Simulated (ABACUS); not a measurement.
The system is ZnSe (Stilleite).

```xyz
2
Lattice="0.0000 2.8338 2.8338 2.8338 0.0000 2.8338 2.8338 2.8338 0.0000" Properties=species:S:1:pos:R:3 pbc="T T T"
Se    4.2507    4.2507    4.2507
Zn    0.0000    0.0000    0.0000
```

- Program: ABACUS 3.10.1
- Task: relaxation of cell and atoms
- Functional: TPSS
- Potentials or basis: SG15 ONCV 1.2 PBE
- Cutoff: 1374 eV
- Density cutoff: 5497 eV
- Basis: plane waves
- k mesh: 5 × 5 × 5
- Occupations: fermi-dirac, width 0.05 eV
- Spin: no spin polarisation

At the start: pressure 2.3 GPa; volume 22.76 Å³/atom.

Task: Where does the relaxation end?

Result: Over 3 steps the energy falls by 5.8 meV/atom and the volume is 23.60 Å³/atom (+3.7 %); space group F-43m (No. 216, to 0.05 Å).

The path:
| step | energy change (eV) | largest force (eV/Å) | pressure (GPa) | volume (Å³) |
| --- | --- | --- | --- | --- |
| 1 | 0.0000 | 0.0000 | 2.29 | 45.51 |
| 2 | -0.0104 | 0.0000 | -0.69 | 47.77 |
| 3 | -0.0117 | 0.0000 | 0.01 | 47.20 |

Final structure:
```
CELL_PARAMETERS angstrom
0.00000 2.86831 2.86831
2.86831 0.00000 2.86831
2.86831 2.86831 0.00000
ATOMIC_POSITIONS crystal
Se 0.75000 0.75000 0.75000
Zn 0.00000 0.00000 0.00000
```

Caveat: the potentials were made for another functional, which shifts forces and pressure.
